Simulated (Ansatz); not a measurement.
Molecular dynamics of WC

Input:

```yaml
crystal:
  lattice:
    - [-2.986799, -5.173288, 0.0]
    - [4.480199, -2.586644, 0.0]
    - [0.0, 0.0, 5.845802]
  atoms:
    - { symbol: W, position: [0.75720846, 0.49222187, -0.02343814] }
    - { symbol: C, position: [0.46311606, 0.64604857, 0.21778837] }
    - { symbol: W, position: [0.78132268, 0.5447957, 0.45390777] }
    - { symbol: C, position: [0.46673326, 0.60263733, 0.65854699] }
    - { symbol: W, position: [0.49837559, 0.00602581, -0.04500236] }
    - { symbol: C, position: [0.28691262, 0.1722524, 0.2138565] }
    - { symbol: W, position: [0.46733249, -0.00736196, 0.47775826] }
    - { symbol: C, position: [0.22757347, 0.14248019, 0.72164476] }
    - { symbol: W, position: [0.22475774, 0.45889152, -0.04245148] }
    - { symbol: C, position: [-0.00385191, 0.67661129, 0.20591709] }
    - { symbol: W, position: [0.25831585, 0.44687494, 0.45566352] }
    - { symbol: C, position: [0.0032824, 0.59064579, 0.7269813] }
    - { symbol: W, position: [0.01274881, 0.02104545, -0.00801393] }
    - { symbol: C, position: [0.75157098, 0.14339092, 0.20702123] }
    - { symbol: W, position: [-0.04756636, 0.01517453, 0.45859331] }
    - { symbol: C, position: [0.73063904, 0.18443713, 0.72029882] }
basis:
  ecutwfc: 420.0
kpoints:
  mp_grid: { grid: [2, 2, 2] }
hamiltonian:
  xc: pbe
  pseudopotentials: { kind: paw, azcp: { folder: soft_1 } }
scf:
  occupations: { method: fermi_dirac, width: 0.3 }
  lower_state_search: "off"
md:
  timestep: 1.12
  n_steps: 269
  ensemble: nvt_langevin
  temperature: 2800.0
  initial_velocities: maxwell_boltzmann
  seed: 381047
  friction: 0.02
  temperature_schedule:
    - { n_steps: 202, end_temperature: 300.0 }
    - { n_steps: 67, end_temperature: 300.0 }
```

Launched with:

```bash
$ ansatz run input.yaml --threads 1 --pin off --max-ram 3072MiB --backend cpu --events-out ev --progress --plain --runs-dir out
```

It goes on from the last frame of an earlier run, with new velocities.

Output, in part (step lines):

```
md step     0: t =     0.00 fs  T =  2625.0 K (target 2800.0 K)  F+E_penalty+E_count = -85089.03763756 eV  E_kin = 5.428920 eV  (9 SCF iters)
md step     1: t =     1.12 fs  T =  2686.2 K (target 2793.8 K)  F+E_penalty+E_count = -85089.03521493 eV  E_kin = 5.555401 eV  (7 SCF iters)
md step     2: t =     2.24 fs  T =  2576.0 K (target 2781.4 K)  F+E_penalty+E_count = -85088.98882479 eV  E_kin = 5.327680 eV  (7 SCF iters)
md step     3: t =     3.36 fs  T =  2389.1 K (target 2769.1 K)  F+E_penalty+E_count = -85088.94585525 eV  E_kin = 4.941086 eV  (7 SCF iters)
md step     4: t =     4.48 fs  T =  2309.3 K (target 2756.7 K)  F+E_penalty+E_count = -85088.93186086 eV  E_kin = 4.776059 eV  (7 SCF iters)
md step     5: t =     5.60 fs  T =  2274.0 K (target 2744.3 K)  F+E_penalty+E_count = -85088.94923781 eV  E_kin = 4.702955 eV  (6 SCF iters)
md step     6: t =     6.72 fs  T =  2360.5 K (target 2731.9 K)  F+E_penalty+E_count = -85088.97250060 eV  E_kin = 4.881834 eV  (6 SCF iters)
md step     7: t =     7.84 fs  T =  2489.7 K (target 2719.6 K)  F+E_penalty+E_count = -85089.01699199 eV  E_kin = 5.149020 eV  (6 SCF iters)
[... lines left out ...]
md step   268: t =   300.16 fs  T =   447.6 K (target 300.0 K)  F+E_penalty+E_count = -85095.19084632 eV  E_kin = 0.925735 eV  (4 SCF iters)
md step   269: t =   301.28 fs  T =   407.3 K (target 300.0 K)  F+E_penalty+E_count = -85095.22114524 eV  E_kin = 0.842395 eV  (6 SCF iters)
```

The steps, from the saved trajectory:

```tsv
time (fs)	T (K)	potential energy less start (eV)
0.0	2625	0.000
10.1	2586	-0.129
20.2	3016	-0.284
30.2	2551	-0.085
40.3	2010	-0.558
50.4	2502	-1.508
60.5	2536	-2.588
70.6	2114	-2.716
80.6	2036	-3.456
90.7	2190	-3.487
100.8	2084	-3.930
110.9	1487	-3.149
121.0	2617	-4.778
131.0	2004	-4.914
141.1	1144	-3.958
151.2	1256	-4.589
161.3	1482	-4.847
171.4	1576	-4.825
181.4	1178	-4.372
191.5	1122	-4.268
201.6	657	-4.232
211.7	1240	-5.440
221.8	986	-5.392
231.8	784	-5.275
241.9	1099	-6.355
252.0	805	-6.338
262.1	483	-5.865
272.2	491	-6.064
282.2	517	-6.264
292.3	397	-6.082
```

The run went to its last step. The schedule's set-point averaged 509 K over the second half and the system 916 K, so it lags behind the ramp. A run of 0.3 ps of so small a system gives no equilibrium averages. Limits of this set-up: coarse k mesh.

Mean squared displacements from the first frame to the last, about the centre of mass: W 0.06 Å², C 0.10 Å².

Last frame:

```xyz
16
Lattice="-2.9868 -5.1733 0.0000 4.4802 -2.5866 0.0000 0.0000 0.0000 5.8458" Properties=species:S:1:pos:R:3
W -0.101 -4.790 -0.070
C 1.478 -4.050 1.397
W -0.133 -4.764 2.811
C 1.471 -3.964 4.283
W -1.552 -2.187 -0.059
C -0.080 -1.295 1.347
W -1.541 -2.138 2.912
C -0.035 -1.447 4.253
W 1.348 -2.256 -0.184
C 2.845 -1.314 1.309
W 1.399 -2.269 2.807
C 2.861 -1.472 4.321
W -0.127 0.342 -0.137
C -1.541 -3.957 1.345
W -0.120 0.350 2.806
C -1.681 -3.921 4.309
```

Time of the run: 24 min on 1 thread of Arm Neoverse V2 (shared host), peak memory 0.52 GiB.
